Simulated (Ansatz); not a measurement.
Runs of Ansatz 0.2.0 on TiTe. Symmetry: P6_3/mmc, No. 194, hexagonal system. Conventional cell: a = 3.842 Å, b = 3.842 Å, c = 6.403 Å, α = 90.00°, β = 90.00°, γ = 120.00°. Te (site symmetry -6m2) is surrounded by 6 Ti at 2.74 Å. Ti (site symmetry -3m) is surrounded by 6 Te at 2.74 Å. 

| task | level | cell | points for each segment of the path | gap on the mesh (eV) | pressure (GPa) | relaxed volume (Å³/atom) |
| --- | --- | --- | --- | --- | --- | --- |
| single point | PBE0 | as given | - | none | 4.3 | - |
| relaxation of cell and atoms | HSE06 | relaxed | - | none | 0.0 | 20.63 |
| relaxation of cell and atoms | PBE0 | relaxed | - | none | 0.0 | 20.56 |
| band structure | HSE06 | as given | 4 | none | (a) | - |

Alike in all rows: potentials or basis Ansatz PAW; no spin polarisation; k mesh 6 × 6 × 4; cutoff (eV) 420; smearing fermi-dirac 0.05 eV.

Q: Fill in the values left out.

A: (a) 4.7.

Caveats: the PAW data sets come from PBE, with cores solved anew for the run's functional, which leaves a small shift of forces and pressure; the thresholds are loose for stress (some runs); the plane-wave basis is chosen anew once the cell has moved, so the energies of steps on either side of that aren't comparable (some runs); spin-orbit coupling is left out, which moves the levels of the heavy elements (some runs).

A k mesh can miss the band edges, and the runs leave out spin-orbit coupling on Te.

A gap of «none» marks a metal or a gap under the smearing width.
